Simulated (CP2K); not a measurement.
# Zn (P6_3/mmc) in CP2K: further runs, part 2 of 2

CP2K 2026.2.

### 4 Band structure, PBEsol

zn_bands.inp

```
&GLOBAL
  PROJECT zn_bands
  RUN_TYPE ENERGY_FORCE
  PRINT_LEVEL LOW
&END GLOBAL
&FORCE_EVAL
  METHOD QS
  STRESS_TENSOR ANALYTICAL
  &DFT
    BASIS_SET_FILE_NAME BASIS_MOLOPT_UZH
    POTENTIAL_FILE_NAME POTENTIAL_UZH
    &MGRID
      CUTOFF 450
      REL_CUTOFF 60
      NGRIDS 4
    &END MGRID
    &QS
      METHOD GPW
      EPS_DEFAULT 1.0E-10
    &END QS
    &KPOINTS
      SCHEME MONKHORST-PACK 11 11 6
      GAMMA_CENTERED T
      SYMMETRY T
      SYMMETRY_BACKEND SPGLIB
    &END KPOINTS
    &SCF
      SCF_GUESS ATOMIC
      EPS_SCF 1.0E-6
      MAX_SCF 100
      ADDED_MOS 10
      CHOLESKY OFF
      EPS_EIGVAL 1.0E-7
      &DIAGONALIZATION ON
        ALGORITHM STANDARD
      &END DIAGONALIZATION
      &MIXING ON
        METHOD BROYDEN_MIXING
        ALPHA 0.4
        BETA 1.5
        NBUFFER 8
      &END MIXING
      &SMEAR ON
        METHOD FERMI_DIRAC
        ELECTRONIC_TEMPERATURE [K] 116.045
      &END SMEAR
    &END SCF
    &XC
      &XC_FUNCTIONAL
        &GGA_X_PBE_SOL
        &END GGA_X_PBE_SOL
        &GGA_C_PBE_SOL
        &END GGA_C_PBE_SOL
      &END XC_FUNCTIONAL
    &END XC
    &PRINT
      &KPOINTS ON
      &END KPOINTS
      &MULLIKEN ON
      &END MULLIKEN
      &MO ON
        ENERGIES T
        OCCUPATION_NUMBERS T
        &EACH
          QS_SCF 0
        &END EACH
        ADD_LAST NUMERIC
      &END MO
      &BAND_STRUCTURE
        FILE_NAME bands.bs
        ADDED_MOS 2
        &KPOINT_SET
          UNITS B_VECTOR
          NPOINTS 10
          SPECIAL_POINT GAMMA 0.00000000 0.00000000 0.00000000
          SPECIAL_POINT M 0.50000000 0.00000000 0.00000000
          SPECIAL_POINT K 0.33333333 0.33333333 0.00000000
          SPECIAL_POINT GAMMA 0.00000000 0.00000000 0.00000000
          SPECIAL_POINT A 0.00000000 0.00000000 0.50000000
          SPECIAL_POINT L 0.50000000 0.00000000 0.50000000
          SPECIAL_POINT H 0.33333333 0.33333333 0.50000000
          SPECIAL_POINT A 0.00000000 0.00000000 0.50000000
        &END KPOINT_SET
        &KPOINT_SET
          UNITS B_VECTOR
          NPOINTS 10
          SPECIAL_POINT L 0.50000000 0.00000000 0.50000000
          SPECIAL_POINT M 0.50000000 0.00000000 0.00000000
        &END KPOINT_SET
        &KPOINT_SET
          UNITS B_VECTOR
          NPOINTS 10
          SPECIAL_POINT K 0.33333333 0.33333333 0.00000000
          SPECIAL_POINT H 0.33333333 0.33333333 0.50000000
        &END KPOINT_SET
      &END BAND_STRUCTURE
    &END PRINT
  &END DFT
  &SUBSYS
    &CELL
      ABC 2.6700000000 2.6700000000 4.9660000000
      ALPHA_BETA_GAMMA 90.0000000000 90.0000000000 120.0000000000
      PERIODIC XYZ
    &END CELL
    &COORD
      Zn  1.3350000001 0.7707626093 3.7245000000
      Zn  -0.0000000001 1.5415252188 1.2415000000
    &END COORD
    &KIND Zn
      BASIS_SET TZVP-MOLOPT-PBE-GTH-q12
      POTENTIAL GTH-PBE-q12
    &END KIND
    &PRINT
      &ATOMIC_COORDINATES ON
      &END ATOMIC_COORDINATES
      &CELL ON
      &END CELL
    &END PRINT
  &END SUBSYS
  &PRINT
    &FORCES ON
    &END FORCES
    &STRESS_TENSOR ON
    &END STRESS_TENSOR
  &END PRINT
&END FORCE_EVAL
```

Potentials or basis: POTENTIAL_UZH Zn GTH-PBE-q12; TZVP-MOLOPT-PBE-GTH basis.

On the command line:

```bash
$ OMP_NUM_THREADS=2 cp2k.psmp -i zn_bands.inp -o zn_bands.out
```

It took 2.1 min on 2 threads of Arm Neoverse V2, shared host; peak memory 0.48 GiB.

It converged, with:

* Free energy: -3288.5017 eV
* Pressure: -5.3 GPa
* Band gap on the k mesh: none (metal or under the smearing width)

Stress tensor (GPa, compression positive):
```
-5.04  0.02  0.00
 0.02 -5.02  0.00
 0.00  0.00 -5.74
```

Levels at the corners of the path, in eV from the Fermi level:
```
point  band 8  band 9  band 10  band 11  band 12  band 13  band 14  band 15  band 16  band 17
    Γ   -7.06   -7.06    -6.85    -6.85    -3.51    -2.91    13.63    17.62    17.62    18.49
    M   -6.87   -6.70    -6.68    -2.70    -2.02     2.69     3.68     4.17     6.03    10.21
    K   -7.03   -6.95    -6.95     0.15     0.15     0.31     5.11     6.15     6.15     6.40
    Γ   -7.06   -7.06    -6.85    -6.85    -3.51    -2.91    13.63    17.62    17.62    18.49
    A   -7.39   -6.94    -6.94    -6.94    -6.94     4.73     4.73    18.83    18.83    18.83
    L   -6.87   -6.69    -6.69    -1.74    -1.74     0.26     0.26    10.18    10.18    12.10
    H   -7.25   -6.85    -6.85     1.10     1.10     1.98     1.98     2.24     2.24    12.08
    A   -7.39   -6.94    -6.94    -6.94    -6.94     4.73     4.73    18.83    18.83    18.83
    L   -6.87   -6.69    -6.69    -1.74    -1.74     0.26     0.26    10.18    10.18    12.10
    M   -6.87   -6.70    -6.68    -2.70    -2.02     2.69     3.68     4.17     6.03    10.21
    K   -7.03   -6.95    -6.95     0.15     0.15     0.31     5.11     6.15     6.15     6.40
    H   -7.25   -6.85    -6.85     1.10     1.10     1.98     1.98     2.24     2.24    12.08
```

Caveat: the potentials were made for another functional, which shifts forces and pressure; the basis of atomic orbitals isn't converged, which shifts pressures, moduli and gaps.

### 5 Band structure, r2SCAN

zn_bands.inp: that of step 4 with these lines changed.

```diff
@@ -12,5 +12,5 @@
     &MGRID
-      CUTOFF 450
+      CUTOFF 675
       REL_CUTOFF 60
-      NGRIDS 4
+      NGRIDS 5
     &END MGRID
@@ -18,3 +18,3 @@
       METHOD GPW
-      EPS_DEFAULT 1.0E-10
+      EPS_DEFAULT 1.0E-9
     &END QS
@@ -44,3 +44,3 @@
         METHOD FERMI_DIRAC
-        ELECTRONIC_TEMPERATURE [K] 116.045
+        ELECTRONIC_TEMPERATURE [K] 580.226
       &END SMEAR
@@ -49,6 +49,6 @@
       &XC_FUNCTIONAL
-        &GGA_X_PBE_SOL
-        &END GGA_X_PBE_SOL
-        &GGA_C_PBE_SOL
-        &END GGA_C_PBE_SOL
+        &MGGA_X_R2SCAN
+        &END MGGA_X_R2SCAN
+        &MGGA_C_R2SCAN
+        &END MGGA_C_R2SCAN
       &END XC_FUNCTIONAL
@@ -68,5 +68,10 @@
       &END MO
+      &LOWDIN ON
+      &END LOWDIN
+      &HIRSHFELD ON
+        SHAPE_FUNCTION DENSITY
+      &END HIRSHFELD
       &BAND_STRUCTURE
         FILE_NAME bands.bs
-        ADDED_MOS 2
+        ADDED_MOS 6
         &KPOINT_SET
@@ -105,8 +110,9 @@
     &COORD
-      Zn  1.3350000001 0.7707626093 3.7245000000
-      Zn  -0.0000000001 1.5415252188 1.2415000000
+      SCALED
+      Zn  0.6666666667 0.3333333333 0.7500000000
+      Zn  0.3333333333 0.6666666667 0.2500000000
     &END COORD
     &KIND Zn
-      BASIS_SET TZVP-MOLOPT-PBE-GTH-q12
-      POTENTIAL GTH-PBE-q12
+      BASIS_SET TZVP-MOLOPT-SCAN-GTH-q12
+      POTENTIAL GTH-SCAN-q12
     &END KIND
```

Potentials or basis: POTENTIAL_UZH Zn GTH-SCAN-q12; TZVP-MOLOPT-SCAN-GTH basis.

On the command line:

```bash
$ OMP_NUM_THREADS=2 cp2k.psmp -i zn_bands.inp -o zn_bands.out
```

It took 2.8 min on 2 threads of Arm Neoverse V2, shared host; peak memory 0.45 GiB.

Results (log left out):

```yaml
Free_energy: -3271.4268 eV
Pressure: -5.9 GPa
Band_gap_on_the_k_mesh: none (metal or under the smearing width)
```

Stress tensor (GPa, compression positive):
```
-5.67  0.00  0.00
 0.00 -5.67  0.00
 0.00  0.00 -6.22
```

Levels at the corners of the path, in eV from the Fermi level:
```csv
point,band 9,band 10,band 11,band 12,band 13,band 14,band 15,band 16
Γ,-7.16,-6.95,-6.95,-3.65,-3.00,14.20,18.34,18.34
M,-6.77,-6.75,-2.86,-2.09,2.80,3.87,4.40,6.28
K,-7.04,-7.04,0.18,0.18,0.31,5.26,6.47,6.47
Γ,-7.16,-6.95,-6.95,-3.65,-3.00,14.20,18.34,18.34
A,-7.04,-7.04,-7.04,-7.04,4.91,4.91,19.63,19.63
L,-6.76,-6.76,-1.90,-1.90,0.37,0.37,10.67,10.67
H,-6.95,-6.95,1.08,1.08,2.04,2.04,2.48,2.48
A,-7.04,-7.04,-7.04,-7.04,4.91,4.91,19.63,19.63
L,-6.76,-6.76,-1.90,-1.90,0.37,0.37,10.67,10.67
M,-6.77,-6.75,-2.86,-2.09,2.80,3.87,4.40,6.28
K,-7.04,-7.04,0.18,0.18,0.31,5.26,6.47,6.47
H,-6.95,-6.95,1.08,1.08,2.04,2.04,2.48,2.48
```

Caveat: the basis of atomic orbitals isn't converged, which shifts pressures, moduli and gaps.

### 6 Band structure, TB-mBJ

zn_bands.inp: that of step 5 with these lines changed.

```diff
@@ -2,3 +2,3 @@
   PROJECT zn_bands
-  RUN_TYPE ENERGY_FORCE
+  RUN_TYPE ENERGY
   PRINT_LEVEL LOW
@@ -7,3 +7,2 @@
   METHOD QS
-  STRESS_TENSOR ANALYTICAL
   &DFT
@@ -14,3 +13,3 @@
       REL_CUTOFF 60
-      NGRIDS 5
+      NGRIDS 4
     &END MGRID
@@ -49,6 +48,6 @@
       &XC_FUNCTIONAL
-        &MGGA_X_R2SCAN
-        &END MGGA_X_R2SCAN
-        &MGGA_C_R2SCAN
-        &END MGGA_C_R2SCAN
+        &MGGA_X_TB09
+        &END MGGA_X_TB09
+        &LDA_C_PW
+        &END LDA_C_PW
       &END XC_FUNCTIONAL
@@ -68,7 +67,2 @@
       &END MO
-      &LOWDIN ON
-      &END LOWDIN
-      &HIRSHFELD ON
-        SHAPE_FUNCTION DENSITY
-      &END HIRSHFELD
       &BAND_STRUCTURE
@@ -78,3 +72,3 @@
           UNITS B_VECTOR
-          NPOINTS 10
+          NPOINTS 6
           SPECIAL_POINT GAMMA 0.00000000 0.00000000 0.00000000
@@ -90,3 +84,3 @@
           UNITS B_VECTOR
-          NPOINTS 10
+          NPOINTS 6
           SPECIAL_POINT L 0.50000000 0.00000000 0.50000000
@@ -96,3 +90,3 @@
           UNITS B_VECTOR
-          NPOINTS 10
+          NPOINTS 6
           SPECIAL_POINT K 0.33333333 0.33333333 0.00000000
@@ -105,4 +99,5 @@
     &CELL
-      ABC 2.6700000000 2.6700000000 4.9660000000
-      ALPHA_BETA_GAMMA 90.0000000000 90.0000000000 120.0000000000
+      A 2.6700000000 0.0000000000 0.0000000000
+      B -1.3350000000 2.3122878281 0.0000000000
+      C 0.0000000000 0.0000000000 4.9660000000
       PERIODIC XYZ
@@ -115,4 +110,4 @@
     &KIND Zn
-      BASIS_SET TZVP-MOLOPT-SCAN-GTH-q12
-      POTENTIAL GTH-SCAN-q12
+      BASIS_SET TZVP-MOLOPT-PBE-GTH-q12
+      POTENTIAL GTH-PBE-q12
     &END KIND
@@ -123,2 +118,4 @@
       &END CELL
+      &SYMMETRY ON
+      &END SYMMETRY
     &END PRINT
@@ -128,4 +125,2 @@
     &END FORCES
-    &STRESS_TENSOR ON
-    &END STRESS_TENSOR
   &END PRINT
```

Potentials or basis: POTENTIAL_UZH Zn GTH-PBE-q12; TZVP-MOLOPT-PBE-GTH basis.

On the command line:

```bash
$ OMP_NUM_THREADS=2 cp2k.psmp -i zn_bands.inp -o zn_bands.out
```

It took 5.2 min on 2 threads of Arm Neoverse V2, shared host; peak memory 0.45 GiB.

It converged, with:

- Band gap on the k mesh: none (metal or under the smearing width)

Levels at the corners of the path, in eV from the Fermi level:
```tsv
point	band 8	band 9	band 10	band 11	band 12	band 13	band 14	band 15	band 16	band 17
Γ	-5.18	-5.18	-4.92	-4.92	-3.82	-2.39	13.17	17.22	17.22	18.83
M	-4.93	-4.71	-4.69	-2.77	-1.81	2.34	3.55	3.85	6.32	9.80
K	-5.15	-5.04	-5.04	0.11	0.11	0.40	4.94	5.71	5.71	6.35
Γ	-5.18	-5.18	-4.92	-4.92	-3.82	-2.39	13.17	17.22	17.22	18.83
A	-5.67	-5.03	-5.03	-5.03	-5.03	4.62	4.62	18.37	18.37	18.37
L	-4.98	-4.70	-4.70	-2.08	-2.08	0.40	0.40	9.79	9.79	11.73
H	-5.45	-4.91	-4.91	1.05	1.05	1.99	1.99	2.06	2.06	11.69
A	-5.67	-5.03	-5.03	-5.03	-5.03	4.62	4.62	18.37	18.37	18.37
L	-4.98	-4.70	-4.70	-2.08	-2.08	0.40	0.40	9.79	9.79	11.73
M	-4.93	-4.71	-4.69	-2.77	-1.81	2.34	3.55	3.85	6.32	9.80
K	-5.15	-5.04	-5.04	0.11	0.11	0.40	4.94	5.71	5.71	6.35
H	-5.45	-4.91	-4.91	1.05	1.05	1.99	1.99	2.06	2.06	11.69
```

Caveat: this is a model potential without an energy functional, so only levels have meaning; the potentials were made for another functional, which shifts forces and pressure; the basis of atomic orbitals isn't converged, which shifts pressures, moduli and gaps.

### 7 The runs side by side

```csv
level,potentials or basis,smearing,EPS_DEFAULT,NGRIDS,basis sets,potentials,points a segment of the path (NPOINTS),gap on the mesh (eV),pressure (GPa)
PBE,POTENTIAL_UZH Zn GTH-PBE-q12; TZVP-MOLOPT-PBE-GTH basis,fermi-dirac 0.05 eV,1.0E-10,4,Zn TZVP-MOLOPT-PBE-GTH-q12,Zn GTH-PBE-q12 of POTENTIAL_UZH,6,none,-0.3
LDA,GTH_POTENTIALS Zn GTH-PADE-q12; TZVP-MOLOPT-PBE-GTH basis,fermi-dirac 0.05 eV,1.0E-9,4,Zn TZVP-MOLOPT-PBE-GTH-q12,Zn GTH-PADE-q12 of GTH_POTENTIALS,6,none,-8.7
PBEsol,POTENTIAL_UZH Zn GTH-PBE-q12; TZVP-MOLOPT-PBE-GTH basis,fermi-dirac 0.01 eV,1.0E-10,4,Zn TZVP-MOLOPT-PBE-GTH-q12,Zn GTH-PBE-q12 of POTENTIAL_UZH,10,none,-5.3
r2SCAN,POTENTIAL_UZH Zn GTH-SCAN-q12; TZVP-MOLOPT-SCAN-GTH basis,fermi-dirac 0.05 eV,1.0E-9,5,Zn TZVP-MOLOPT-SCAN-GTH-q12,Zn GTH-SCAN-q12 of POTENTIAL_UZH,10,none,-5.9
TB-mBJ,POTENTIAL_UZH Zn GTH-PBE-q12; TZVP-MOLOPT-PBE-GTH basis,fermi-dirac 0.05 eV,1.0E-9,4,Zn TZVP-MOLOPT-PBE-GTH-q12,Zn GTH-PBE-q12 of POTENTIAL_UZH,6,none,-
```

Alike in all rows: task band structure; no spin polarisation; cell as given; k mesh 11 × 11 × 6.

Caveats: the basis of atomic orbitals isn't converged, which shifts pressures, moduli and gaps; the potentials were made for another functional, which shifts forces and pressure (some runs); this is a model potential without an energy functional, so only levels have meaning (some runs).

Absolute energies hang on the potentials; compare differences alone.
